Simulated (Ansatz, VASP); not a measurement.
GaN in VASP and in Ansatz

```
Ga N
1.0
     3.18693    0.00000    0.00000
     1.59347    2.75996    0.00000
     1.59347    0.91999    2.60212
Ga N
1 1
Direct
  0.00000 0.00000 0.00000
  0.75000 0.75000 0.75000
```

The cell is a database's computed one.

Alike in both runs: task relaxation of cell and atoms; functional PBE; k mesh 4 × 4 × 4; no spin polarisation.

|  | VASP | Ansatz |
| --- | --- | --- |
| version | VASP 6.6.1 | Ansatz 0.2.0 |
| potentials or method | VASP PAW PBE potentials, release 64 (Ga_d, N) | plane waves, PAW |
| plane-wave cutoff (eV) | 600 | 470 |
| occupations | gaussian, width 0.01 eV | fixed |
| valence electrons in the cell | 18 | 18 |

|  | VASP | Ansatz | Ansatz less VASP |
| --- | --- | --- | --- |
| gap on the k mesh at the Fermi level, each at its own relaxed structure (eV) | 1.53 | 1.53 | -0.004 |
| relaxed volume (Å³/atom) | 11.75 | 11.75 | 0.000 |
| relaxed cell length with the largest relative difference (Å) | 3.215 | 3.215 | 0.0000 |
| energy change over the relaxation (meV/atom) | -5 | -5 | -0.1 |

Ansatz warned: «end_state_compared».

Caveats: the k mesh is coarse (spacing up to 0.60 Å⁻¹), so the values aren't converged. Expect the measured gap to be larger: semilocal functionals such as PBE lack the derivative discontinuity.
